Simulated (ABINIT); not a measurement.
Crystal: KTaO3.

```
CELL_PARAMETERS angstrom
3.98830 0.00000 0.00000
0.00000 3.98830 0.00000
0.00000 0.00000 3.98830
ATOMIC_POSITIONS crystal
Ta 0.00000 0.00000 0.00000
K 0.50000 0.50000 0.50000
O 0.00000 0.00000 0.50000
O 0.00000 0.50000 0.00000
O 0.50000 0.00000 0.00000
```

Base run:

* Program: ABINIT 10.8.3 (patched build)
* Functional: BLYP
* Potentials or basis: JTH PAW PBE v2.0
* Cutoff: 626 eV
* k mesh: 7 × 7 × 7
* Occupations: fermi-dirac, width 0.05 eV
* Spin: no spin polarisation

Its results: band gap on the k mesh 2.29 eV, indirect (least direct gap 2.85 eV); pressure 9.7 GPa.

Task: After a change of settings the same cell gave: band gap on the k mesh 2.14 eV, indirect (least direct gap 2.69 eV); pressure -0.7 GPa. Which change was it?
A. functional from BLYP to PBE; k mesh from 7 × 7 × 7 to 3 × 3 × 3
B. functional from BLYP to rPW86PBE
C. functional from BLYP to SOGGA
D. functional from BLYP to BP86

Result: C.

SOGGA binds more tightly than BLYP, so the same cell stands under less pressure.

Caveats: the PAW data sets were made with another functional, which shifts forces and pressure a little; spin-orbit coupling is left out, which moves the levels of the heavy elements; the atomic spheres overlap.
